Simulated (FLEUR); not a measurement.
# GaP under changes of volume

One of the cells (20.240 Å³/atom); the others are scaled copies at fixed shape and fractional positions:

```xyz
2
Lattice="0.0000 2.7252 2.7252 2.7252 0.0000 2.7252 2.7252 2.7252 0.0000" Properties=species:S:1:pos:R:3 pbc="T T T"
Ga    0.0000    0.0000    0.0000
P     4.0879    4.0879    4.0879
```

| Item | Value |
| --- | --- |
| Program | FLEUR MaX-R8.1 (later development tree) |
| Functional | PBE |
| Potentials or basis | all-electron |
| Basis | FLAPW |
| Kmax | 5.21 1/bohr |
| k mesh | 8 × 8 × 8 |
| Occupations | fermi-dirac, width 0.05 eV |
| Spin | no spin polarisation |

```csv
volume (Å³/atom),energy over the lowest point (meV/atom),gap on the mesh (eV)
19.026,45.52,1.52
19.431,26.47,1.57
19.836,12.93,1.61
20.240,4.32,1.65
20.645,0.17,1.62
21.050,0.00,1.51
21.455,?,?
```

Question: What does the run at 21.455 Å³/atom give?

Answer: Energy over the lowest point 3.43 meV/atom; gap on the mesh 1.36 eV.

Worked out: A Birch-Murnaghan fit of order 3 (a polynomial in V^(-2/3)) to the other rows has its minimum at 20.86 Å³/atom with B0 = V·E''(V) = 77 GPa and B' = 4.4. It gives 3.45 meV/atom at 21.455 Å³/atom, against the run's 3.43. A parabola through the other rows of the gap, of slope -6.27 eV per unit of ln V there, extrapolates to 1.43 eV, against the run's 1.36.

Energies are extrapolated to zero smearing.

A mesh can miss the band edges. Spin-orbit coupling on Ga is left out.
